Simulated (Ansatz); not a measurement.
**Li (diamond): energy against volume**

Computed with DFT, RPBE, plane waves (420 eV) with PAW, scalar-relativistic in Ansatz. (PAW data from PBE, frozen cores regenerated.)

The cell is scaled uniformly from the relaxed one, with fractional coordinates and shape fixed. Energies are extrapolated to zero smearing, pressures are those at the given smearing. Magnetic state: spin not included.

A Birch-Murnaghan fit gives V₀ = 27.03 Å³/atom, B₀ = 5.2 GPa, B₀′ = 2.9.

What are the energy above the minimum and the pressure at 24.886 Å³/atom?

3.0 meV/atom and 0.54 GPa as computed.

What are the energy above the minimum and the pressure at 25.968 Å³/atom?

0.7 meV/atom and 0.27 GPa as computed.

What are the energy above the minimum and the pressure at 28.131 Å³/atom?

0.7 meV/atom and -0.15 GPa as computed.
